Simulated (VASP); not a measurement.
# Ga: relaxation of cell and atoms with LDA

Ga:

```
Ga
1.0
     2.26150   -3.83050    0.00000
     2.26150    3.83050    0.00000
     0.00000    0.00000    4.52400
Ga
4
Cartesian
  2.2615 -2.6438 0.3664
  2.2615 -1.1867 2.6284
  2.2615 2.6438 4.1576
  2.2615 1.1867 1.8956
```

```json
{
 "Program": "VASP 6.6.1",
 "Task": "relaxation of cell and atoms",
 "Functional": "LDA",
 "Potentials or basis": "VASP PAW LDA potentials, release 64 (Ga_d)",
 "Cutoff": "600 eV",
 "k mesh": "12 × 12 × 10",
 "Occupations": "methfessel-paxton, width 0.1 eV",
 "Spin": "no spin polarisation",
 "Further INCAR settings": "ALGO = Normal; EDIFF = 1e-06; IBRION = 2; EDIFFG = -0.01; NSW = 90; ISIF = 3"
}
```

- Relaxed volume: 18.39 Å³/atom
- Relaxed cell: a = 4.351 Å, b = 4.351 Å, c = 4.444 Å, α = 90.00°, β = 90.00°, γ = 119.05°
- Space group after relaxing (to 0.05 Å): Cmce (No. 64)
- Energy gained by relaxing: 15.4 meV/atom
- Ionic steps: 13
- Pressure after relaxing: 0.0 GPa
- Largest force after relaxing: 0.007 eV/Å
- Band gap on the k mesh: none (metal or under the smearing width)

Forces in eV/Å, atoms in the order of the input:
```
Ga   0.000 -0.007  0.002
Ga   0.000  0.007  0.002
Ga   0.000  0.007 -0.002
Ga   0.000 -0.007 -0.002
```

The path:
```csv
step,energy change (eV),largest force (eV/Å),pressure (GPa),volume (Å³)
1,0.0000,0.1761,-3.63,78.38
2,-0.0608,0.0315,0.18,73.45
3,-0.0608,0.0357,0.08,73.60
4,-0.0608,0.0384,-0.03,73.70
5,-0.0611,0.0249,0.00,73.72
6,-0.0613,0.0268,-0.05,73.76
7,-0.0615,0.0170,-0.04,73.69
8,-0.0615,0.0156,-0.08,73.68
9,-0.0615,0.0154,-0.08,73.65
10,-0.0616,0.0096,0.08,73.49
11,-0.0616,0.0084,0.19,73.46
12,-0.0616,0.0102,0.11,73.48
13,-0.0618,0.0073,0.03,73.55
```

Final structure:
```cif
data_structure
_symmetry_space_group_name_H-M 'P 1'
_symmetry_Int_Tables_number 1
_cell_length_a 4.3511
_cell_length_b 4.3511
_cell_length_c 4.4440
_cell_angle_alpha 90.000
_cell_angle_beta 90.000
_cell_angle_gamma 119.049
_cell_volume 73.55
loop_
_atom_site_label
_atom_site_type_symbol
_atom_site_fract_x
_atom_site_fract_y
_atom_site_fract_z
_atom_site_occupancy
Ga1 Ga 0.84396 0.15604 0.08405 1
Ga2 Ga 0.65604 0.34396 0.58405 1
Ga3 Ga 0.15604 0.84396 0.91595 1
Ga4 Ga 0.34396 0.65604 0.41595 1
```

Levels at points of the mesh, in eV from the Fermi level:
```
           k point  band 23  band 24  band 25  band 26  band 27  band 28  band 29  band 30
(0.00, 0.00, 0.00)    -3.87    -1.79    -1.58    -0.74     0.98     1.10     1.13     5.39
(0.50, 0.00, 0.00)    -3.46    -3.46    -1.44    -1.44     0.80     0.80     4.39     4.39
(0.50, 0.50, 0.00)    -4.07    -3.43    -1.73    -1.61     1.15     1.22     3.61     3.96
(0.00, 0.00, 0.50)     0.01     0.01     0.09     0.09     0.14     0.14     2.17     2.17
(0.50, 0.00, 0.50)    -6.47    -6.47    -1.58    -1.58     0.61     0.61     7.57     7.57
(0.50, 0.50, 0.50)    -5.49    -5.49    -1.32    -1.32    -0.89    -0.89     6.98     6.98
```

Wall time 11 min on 2 MPI ranks on Intel(R) Xeon(R) 6975P-C (Granite Rapids), on a shared host, peak memory 0.6 GiB a rank.

LDA usually gives volumes a few per cent too small. Zero-point motion and thermal expansion aren't in these numbers.
